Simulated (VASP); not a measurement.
# AgCl (Pm-3m) in VASP: a series of runs

One crystal, AgCl, is run at these levels: PBE, HSE06; tasks: single point.

All numbers are computed with VASP 6.6.1; they aren't measurements. Logs are shortened: lines on timing, memory, paths and dates and some standing lists are left out, and cuts for length are marked.

### 1 The crystal as given

It takes space group Pm-3m (No. 221, cubic). The conventional cell has a = 3.434 Å, b = 3.434 Å, c = 3.434 Å, α = 90.00°, β = 90.00°, γ = 90.00°. Ag (site symmetry m-3m) is surrounded by 8 Cl at 2.97 Å. Cl (site symmetry m-3m) is surrounded by 8 Ag at 2.97 Å.

Measurements of this composition are mostly on another form, of space group No. 225.

### 2 Single point, PBE

The input, INCAR:

```
SYSTEM = AgCl
PREC = Accurate
ENCUT = 520
EDIFF = 1E-7
ISMEAR = 1
SIGMA = 0.0763
LREAL = .False.
LASPH = .True.
NELM = 100
ALGO = Normal
ISIF = 2
LWAVE = .False.
LCHARG = .True.
GGA = PE
LELF = .True.
LVHAR = .True.
NBANDS = 16
```

The input, KPOINTS:

```
regular mesh
0
Gamma
  4 4 4
  0 0 0
```

The input, POSCAR:

```
AgCl
1.0
    3.4339700000      0.0000000000      0.0000000000
    0.0000000000      3.4339700000      0.0000000000
    0.0000000000      0.0000000000      3.4339700000
Ag Cl
1 1
Direct
    0.0000000000      0.0000000000      0.0000000000
    0.5000000000      0.5000000000      0.5000000000
```

Potentials or basis: VASP PAW PBE potentials, release 64 (Ag, Cl).

Launch:

```sh
> cat potpaw_PBE.64/Ag/POTCAR potpaw_PBE.64/Cl/POTCAR > POTCAR
> mpirun -np 1 vasp_std > vasp.out
```

OUTCAR:

```text
SYSTEM = AgCl
   PREC = Accurate
   ENCUT = 520
   EDIFF = 1E-7
   ISMEAR = 1
   LREAL = .False.
   LASPH = .True.
   NELM = 100
   ISIF = 2
   GGA = PE

 ion  position               nearest neighbor table
   1  0.000  0.000  0.000-   2 2.97   2 2.97   2 2.97   2 2.97   2 2.97   2 2.97   2 2.97   2 2.97

   2  0.500  0.500  0.500-   1 2.97   1 2.97   1 2.97   1 2.97   1 2.97   1 2.97   1 2.97   1 2.97

  LATTYP: Found a simple cubic cell.
 ALAT       =     3.4339700000

  Lattice vectors:

 A1 = (   3.4339700000,   0.0000000000,   0.0000000000)
 A2 = (   0.0000000000,   3.4339700000,   0.0000000000)
 A3 = (   0.0000000000,   0.0000000000,   3.4339700000)

Analysis of symmetry for initial positions (statically):
=====================================================================
 Subroutine PRICEL returns:
 Original cell was already a primitive cell.

 Routine SETGRP: Setting up the symmetry group for a
 simple cubic supercell.

 Subroutine GETGRP returns: Found 48 space group operations
 (whereof 48 operations were pure point group operations)
 out of a pool of 48 trial point group operations.

The static configuration has the point symmetry O_h .

Analysis of symmetry for dynamics (positions and initial velocities):
=====================================================================
 Subroutine PRICEL returns:
 Original cell was already a primitive cell.

 Routine SETGRP: Setting up the symmetry group for a
 simple cubic supercell.

 Subroutine GETGRP returns: Found 48 space group operations
 (whereof 48 operations were pure point group operations)
 out of a pool of 48 trial point group operations.

The dynamic configuration has the point symmetry O_h .

 Subroutine INISYM returns: Found 48 space group operations
 (whereof 48 operations are pure point group operations),
 and found     1 'primitive' translations

----------------------------------------------------------------------------------------

                                     Primitive cell

  volume of cell :      40.4939

  direct lattice vectors                    reciprocal lattice vectors
     3.433970000  0.000000000  0.000000000     0.291208135  0.000000000  0.000000000
     0.000000000  3.433970000  0.000000000     0.000000000  0.291208135  0.000000000
     0.000000000  0.000000000  3.433970000     0.000000000  0.000000000  0.291208135

  length of vectors
     3.433970000  3.433970000  3.433970000     0.291208135  0.291208135  0.291208135

  position of ions in fractional coordinates (direct lattice)
     0.000000000  0.000000000  0.000000000
     0.500000000  0.500000000  0.500000000

  ion indices of the primitive-cell ions
   primitive index   ion index
                 1           1
                 2           2

----------------------------------------------------------------------------------------

 KPOINTS: regular mesh

Automatic generation of k-mesh.
 Grid dimensions read from file:
 generate k-points for:    4    4    4

 Generating k-lattice:

  Cartesian coordinates                     Fractional coordinates (reciprocal lattice)
     0.072802034  0.000000000  0.000000000     0.250000000  0.000000000  0.000000000
     0.000000000  0.072802034  0.000000000     0.000000000  0.250000000  0.000000000
     0.000000000  0.000000000  0.072802034     0.000000000  0.000000000  0.250000000

  Length of vectors
     0.072802034  0.072802034  0.072802034

  Shift w.r.t. Gamma in fractional coordinates (k-lattice)
     0.000000000  0.000000000  0.000000000

 Subroutine IBZKPT returns following result:
 ===========================================

 Found     10 irreducible k-points:

 Following reciprocal coordinates:
            Coordinates               Weight
  0.000000  0.000000  0.000000      1.000000
  0.250000  0.000000  0.000000      6.000000
  0.500000  0.000000  0.000000      3.000000
  0.250000  0.250000  0.000000     12.000000
  0.500000  0.250000  0.000000     12.000000
  0.500000  0.500000  0.000000      3.000000
  0.250000  0.250000  0.250000      8.000000
  0.500000  0.250000  0.250000     12.000000
  0.500000  0.500000  0.250000      6.000000
  0.500000  0.500000  0.500000      1.000000
   k-points           NKPTS =     10   k-points in BZ     NKDIM =     10   number of bands    NBANDS=     16
   number of dos      NEDOS =    301   number of ions     NIONS =      2
   total plane-waves  NPLWV =  21952
   dimension x,y,z NGX =    28 NGY =   28 NGZ =   28
   dimension x,y,z NGXF=    56 NGYF=   56 NGZF=   56
   ions per type =               1   1
   NGX,Y,Z   is equivalent  to a cutoff of  13.56, 13.56, 13.56 a.u.
   NGXF,Y,Z  is equivalent  to a cutoff of  27.11, 27.11, 27.11 a.u.
 SYSTEM =  AgCl
   PREC   = accura    normal or accurate (medium, high low for compatibility)
   ISTART =      0    job   : 0-new  1-cont  2-samecut
   ICHARG =      2    charge: 1-file 2-atom 10-const
   ISPIN  =      1    spin polarized calculation?
   LNONCOLLINEAR =      F non collinear calculations
   LSORBIT =      F    spin-orbit coupling
   LASPH  =      T    aspherical Exc in radial PAW
   ENCUT  =  520.0 eV  38.22 Ry    6.18 a.u.   6.38  6.38  6.38*2*pi/ulx,y,z
   NELM   =    100;   NELMIN=  2; NELMDL= -5     # of ELM steps
   EDIFF  = 0.1E-06   stopping-criterion for ELM
   LREAL  =      F    real-space projection
   EDIFFG = 0.1E-05   stopping-criterion for IOM
   NSW    =      0    number of steps for IOM
   IBRION =     -1    ionic relax: 0-MD 1-quasi-New 2-CG
   NFREE  =      0    steps in history (QN), initial steepest desc. (CG)
   ISIF   =      2    stress and relaxation
   ISYM   =      2    0-nonsym 1-usesym 2-fastsym
   POTIM  = 0.5000    time-step for ionic-motion
   TEBEG  =    0.0;   TEEND  =   0.0 temperature during run
   PSTRESS=    0.0 pullay stress
   NELECT =      18.0000    total number of electrons
   NUPDOWN=      -1.0000    fix difference up-down
   EMIN   =  10.00;   EMAX   =-10.00  energy-range for DOS
   EFERMI =   0.00;   METHOD = LEGACY
   ISMEAR =     1;   SIGMA  =   0.08  broadening in eV -4-tet -1-fermi 0-gaus
   EFERMI_NEDOS =   21; number of points for ismear=-14 and -15
   IALGO  =     38    algorithm
   IMIX   =      4    mixing-type and parameters
     AMIX     =   0.40;   BMIX     =  1.00
     AMIX_MAG =   1.60;   BMIX_MAG =  1.00
  volume/ion in A,a.u.               =      20.25       136.63
  Fermi-wavevector in a.u.,A,eV,Ry     =   1.249403  2.361029 21.238797  1.561008
  Thomas-Fermi vector in A             =   2.383445
   LORBIT       =      0    0 simple, 1 ext, 2 COOP (PROOUT), +10 PAW based schemes
   GGA     = PE    functional components
   LHFCALC =     F    Hartree Fock is set to
   AEXX    =    0.0000 exact exchange contribution
   IVDW    =     0    specifies the selected vdW correction
   LEPSILON=     F    determine dielectric tensor
   LRPA    =     F    only Hartree local field effects (RPA)
 non-spin polarized calculation
 Methfessel and Paxton  Order N= 1 SIGMA  =   0.08
  energy-cutoff  :      520.00
  volume of cell :       40.49
 maximum number of plane-waves:      1108
 NGX is ok and might be reduce to    28
   NGX = 13   NGY = 13   NGZ = 13

 number of electron      18.0000002 magnetization

 Free energy of the ion-electron system (eV)
  ---------------------------------------------------
  ext. energy  EPLUGINS =         0.00000000
  ---------------------------------------------------
  free energy    TOTEN  =        -5.09529239 eV

  energy without entropy =       -5.09572079  energy(sigma->0) =       -5.09543519

 E-fermi :   3.9640     XC(G=0): -10.3805

 val. band max:        3.8999388156   @ k =   0.5000   0.0000   0.0000
 cond. band min:       4.4618372299   @ k =   0.0000   0.0000   0.0000
 fundamental gap:      0.5618984143
 Fermi energy:         3.9640239354

 k-point     1 :       0.0000    0.0000    0.0000
  band No.  band energies     occupation
      1     -10.6581      2.00000
      2       1.1636      2.00000
      3       1.1636      2.00000
      4       2.1009      2.00000
      5       2.1009      2.00000
      6       2.1009      2.00000
[... 8 lines left out ...]
     15      17.5471      0.00000
     16      20.2929      0.00000

 k-point     2 :       0.2500    0.0000    0.0000
  band No.  band energies     occupation
      1     -10.4378      2.00000
      2       0.0439      2.00000
      3       1.2348      2.00000
      4       1.3687      2.00000
      5       1.3687      2.00000
      6       2.0205      2.00000
[... 8 lines left out ...]
     15      17.6844      0.00000
     16      20.0888      0.00000

 k-point     3 :       0.5000    0.0000    0.0000
  band No.  band energies     occupation
      1     -10.1928      2.00000
      2      -1.1040      2.00000
      3       1.0411      2.00000
      4       1.0411      2.00000
      5       1.3078      2.00000
      6       2.1508      2.00000
[... 8 lines left out ...]
     15      19.6531      0.00000
     16      19.8894      0.00000

 k-point     4 :       0.2500    0.2500    0.0000
  band No.  band energies     occupation
      1     -10.2515      2.00000
      2       0.0872      2.00000
      3       0.7423      2.00000
      4       1.4132      2.00000
      5       1.4919      2.00000
      6       1.9586      2.00000
[... 8 lines left out ...]
     15      18.4544      0.00000
     16      18.5608      0.00000

 k-point     5 :       0.5000    0.2500    0.0000
  band No.  band energies     occupation
      1     -10.0481      2.00000
      2      -0.5343      2.00000
      3       0.7516      2.00000
      4       1.3478      2.00000
      5       1.4764      2.00000
      6       1.9783      2.00000
[... 8 lines left out ...]
     15      18.4826      0.00000
     16      20.6062      0.00000

 k-point     6 :       0.5000    0.5000    0.0000
  band No.  band energies     occupation
      1      -9.8934      2.00000
      2       0.3377      2.00000
      3       0.3377      2.00000
      4       1.3994      2.00000
      5       1.7901      2.00000
      6       1.8163      2.00000
[... 8 lines left out ...]
     15      17.6277      0.00000
     16      19.1409      0.00000

 k-point     7 :       0.2500    0.2500    0.2500
  band No.  band energies     occupation
      1     -10.0779      2.00000
      2       0.4853      2.00000
      3       0.4853      2.00000
      4       0.6795      2.00000
      5       1.7695      2.00000
      6       1.7695      2.00000
[... 8 lines left out ...]
     15      16.3204      0.00000
     16      20.5474      0.00000

 k-point     8 :       0.5000    0.2500    0.2500
  band No.  band energies     occupation
      1      -9.8894      2.00000
      2      -0.2920      2.00000
      3       0.2718      2.00000
      4       1.2802      2.00000
      5       1.7614      2.00000
      6       1.9538      2.00000
[... 8 lines left out ...]
     15      17.3562      0.00000
     16      19.4149      0.00000

 k-point     9 :       0.5000    0.5000    0.2500
  band No.  band energies     occupation
      1      -9.7182      2.00000
      2      -0.1180      2.00000
      3      -0.1180      2.00000
      4       0.5065      2.00000
      5       1.8868      2.00000
      6       2.4047      2.00000
[... 8 lines left out ...]
     15      19.8285      0.00000
     16      19.8285      0.00000

 k-point    10 :       0.5000    0.5000    0.5000
  band No.  band energies     occupation
      1      -9.5271      2.00000
      2      -0.4016      2.00000
      3      -0.4016      2.00000
      4      -0.4016      2.00000
      5       2.4136      2.00000
      6       2.4136      2.00000
[... 8 lines left out ...]
     15      21.3327      0.00000
     16      21.3327      0.00000

------------------------ aborting loop because EDIFF is reached ----------------------------------------

  FORCE on cell =-STRESS in cart. coord.  units (eV):
  Direction    XX          YY          ZZ          XY          YZ          ZX
  --------------------------------------------------------------------------------------
  -------------------------------------------------------------------------------------
  Total       -0.0055924     -0.0055924     -0.0055924     -0.0000000     -0.0000000      0.0000000
  in kB       -0.2212680     -0.2212680     -0.2212680     -0.0000000     -0.0000000      0.0000000
  external PRESSURE =      -0.2212680 kB  Pullay stress =       0.0000000 kB

 VOLUME and BASIS-vectors are now :
 -----------------------------------------------------------------------------
  energy-cutoff  :      520.00
  volume of cell :       40.49
      direct lattice vectors                 reciprocal lattice vectors
     3.433970000  0.000000000  0.000000000     0.291208135  0.000000000  0.000000000
     0.000000000  3.433970000  0.000000000     0.000000000  0.291208135  0.000000000
     0.000000000  0.000000000  3.433970000     0.000000000  0.000000000  0.291208135

 POSITION                                       TOTAL-FORCE (eV/Angst)
 -----------------------------------------------------------------------------------
      0.00000      0.00000      0.00000         0.000000      0.000000      0.000000
      1.71698      1.71698      1.71698         0.000000      0.000000      0.000000
 -----------------------------------------------------------------------------------
    total drift:                               -0.000000      0.000000      0.000000

  FREE ENERGIE OF THE ION-ELECTRON SYSTEM (eV)
  ---------------------------------------------------
  free  energy   TOTEN  =        -5.0952923864 eV

  energy  without entropy=       -5.0957207928  energy(sigma->0) =       -5.09543519
```

It took 4.6 s on 1 thread of AMD EPYC 9R45 (Zen 5), shared host; peak memory 0.12 GiB.

What came out:

| Property | Result |
| --- | --- |
| Free energy | -5.0953 eV |
| Pressure | 0.0 GPa |
| Band gap on the k mesh | 0.56 eV, indirect (least direct gap 2.05 eV) |

Caveat: the k mesh is coarse (spacing up to 0.46 Å⁻¹), so the values aren't converged. Expect the measured gap to be larger: semilocal functionals such as PBE lack the derivative discontinuity.

### 3 Single point, HSE06

POSCAR is that of step 2.

The input, INCAR.step1:

```
SYSTEM = AgCl
PREC = Accurate
ENCUT = 520
EDIFF = 1E-5
ISMEAR = 1
SIGMA = 0.1
LREAL = .FALSE.
LASPH = .TRUE.
NELM = 100
ALGO = Normal
ISIF = 2
LWAVE = .TRUE.
LCHARG = .FALSE.
NBANDS = 16
GGA = PE
```

The input, INCAR.step2:

```
SYSTEM = AgCl
PREC = Accurate
ENCUT = 520
EDIFF = 1E-6
ISMEAR = 1
SIGMA = 0.1
LREAL = .FALSE.
LASPH = .TRUE.
NELM = 100
ALGO = Normal
ISIF = 2
LWAVE = .FALSE.
LCHARG = .FALSE.
GGA = PE
LHFCALC = .TRUE.
HFSCREEN = 0.2079
PRECFOCK = Normal
NBANDS = 16
ISTART = 1
```

The input, KPOINTS:

```
regular mesh
0
G
  4 4 4
  0 0 0
```

Potentials or basis: VASP PAW PBE potentials, release 64 (Ag, Cl).

Launch:

```sh
> cat potpaw_PBE.64/Ag/POTCAR potpaw_PBE.64/Cl/POTCAR > POTCAR
> cp INCAR.step1 INCAR
> mpirun -np 1 vasp_std > vasp.out
> cp INCAR.step2 INCAR
> mpirun -np 1 vasp_std > vasp.out
```

It took 3 min on 1 thread of AMD EPYC 9R45 (Zen 5), shared host; peak memory 0.24 GiB.

The run converged. Its results:

- Free energy: -6.3320 eV
- Pressure: -0.4 GPa
- Band gap on the k mesh: 1.99 eV, indirect (least direct gap 3.44 eV)

Levels at points of the mesh, in eV from the valence-band top:
```
           k point  band 5  band 6  band 7  band 8  band 9  band 10  band 11  band 12  band 13  band 14
(0.00, 0.00, 0.00)   -2.32   -2.32   -1.45   -1.45   -1.45     1.99    10.86    10.86    15.60    15.60
(0.50, 0.00, 0.00)   -3.10   -2.28   -1.82    0.00    0.00     6.32     7.27    10.87    11.65    11.65
(0.50, 0.50, 0.00)   -2.62   -2.61   -2.61   -1.96   -0.78     4.24    10.64    10.64    12.11    15.42
(0.50, 0.50, 0.50)   -1.94   -1.94   -0.33   -0.33   -0.33     6.15     6.15     6.15     8.75    19.32
```

Caveat: the k mesh is coarse (spacing up to 0.46 Å⁻¹), so the values aren't converged, least of all with exact exchange; the PAW data sets were made with another functional, which shifts forces and pressure a little.
